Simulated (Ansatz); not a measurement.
Take ZnTe in the zinc blende structure (space group F-43m, No. 216; a = 6.066 Å) as the base.

Structures relaxed with PBEsol/PAW in Ansatz (an electronic-structure program), no spin-orbit coupling.

Base:

Simulated powder pattern, Mo Kα, λ = 0.71073 Å (kinematic, ideal powder, no thermal factors, no anomalous dispersion; the 10 strongest lines at most, above 2 %, up to 2θ = 40°):

```
2θ (°)  I/Imax (%)    hkl
------  ----------  -----
11.65          100  (111)
13.46          6.8  (200)
19.08           78  (220)
22.41           53  (311)
27.11           14  (400)
29.59           23  (331)
30.38          3.1  (420)
33.36           29  (422)
35.45           17  (511)
38.71          8.6  (440)
```

It is then changed as follows: cell and atoms relaxed at a pressure of 4.5 GPa.

Task: Predict the new powder pattern.

Result: 
Simulated powder pattern, Mo Kα, λ = 0.71073 Å (kinematic, ideal powder, no thermal factors, no anomalous dispersion; the 10 strongest lines at most, above 2 %, up to 2θ = 40°):

```json
[
 {"2θ (°)": "11.94", "I/Imax (%)": "100", "hkl": "(111)"},
 {"2θ (°)": "13.80", "I/Imax (%)": "6.8", "hkl": "(200)"},
 {"2θ (°)": "19.56", "I/Imax (%)": "78", "hkl": "(220)"},
 {"2θ (°)": "22.98", "I/Imax (%)": "53", "hkl": "(311)"},
 {"2θ (°)": "27.80", "I/Imax (%)": "14", "hkl": "(400)"},
 {"2θ (°)": "30.36", "I/Imax (%)": "23", "hkl": "(331)"},
 {"2θ (°)": "31.17", "I/Imax (%)": "3.1", "hkl": "(420)"},
 {"2θ (°)": "34.23", "I/Imax (%)": "28", "hkl": "(422)"},
 {"2θ (°)": "36.37", "I/Imax (%)": "17", "hkl": "(511)"},
 {"2θ (°)": "39.73", "I/Imax (%)": "8.4", "hkl": "(440)"}
]
```

The indices refer to the base's conventional cell; one index is shown for lines that coincide.

Load acts through the strain it causes; cell and atoms are relaxed under it. No phonon test of stability was made. Tetrahedral semiconductors of this kind turn to denser phases somewhere between about 1 and 50 GPa; those were not computed, so compressed cells here can lie past the real transition.
